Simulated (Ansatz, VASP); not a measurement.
## SiC2: VASP beside Ansatz

```
CELL_PARAMETERS angstrom
3.24455 0.00000 0.00000
-1.62228 2.80986 0.00000
0.00000 0.00000 13.49913
ATOMIC_POSITIONS crystal
Si 0.33333 0.66667 0.50000
Si 0.66667 0.33333 0.50000
C 0.33333 0.66667 0.82438
C 0.33333 0.66667 0.17562
C 0.66667 0.33333 0.82438
C 0.66667 0.33333 0.17562
```

Alike in both runs: task single point; functional PBE; k mesh 6 × 6 × 2; occupations gaussian, width 0.1 eV; collinear spin.

|  | VASP | Ansatz |
| --- | --- | --- |
| version | VASP 6.6.1 | Ansatz 0.2.0 |
| potentials or method | VASP PAW PBE potentials, release 64 (Si, C) | scalar-relativistic, plane waves, PAW |
| plane-wave cutoff (eV) | 520 | 420 |
| valence electrons in the cell | 24 | 24 |

|  | VASP | Ansatz | Ansatz less VASP |
| --- | --- | --- | --- |
| gap on the k mesh at the Fermi level (eV) | none | none | - |
| pressure (GPa) | -0.1 | -0.1 | 0.00 |
| net moment per atom (μB) | 0.00 | 0.00 | 0.000 |

A gap of «none» marks a metal or a gap that the smearing closes. Ansatz warned: «seeded_moment_not_kept».

Caveats: the k mesh is coarse (spacing up to 0.37 Å⁻¹), so the values aren't converged; this functional lacks dispersion, which binds the layers, so the pressure and a relaxed spacing across them are unreliable.
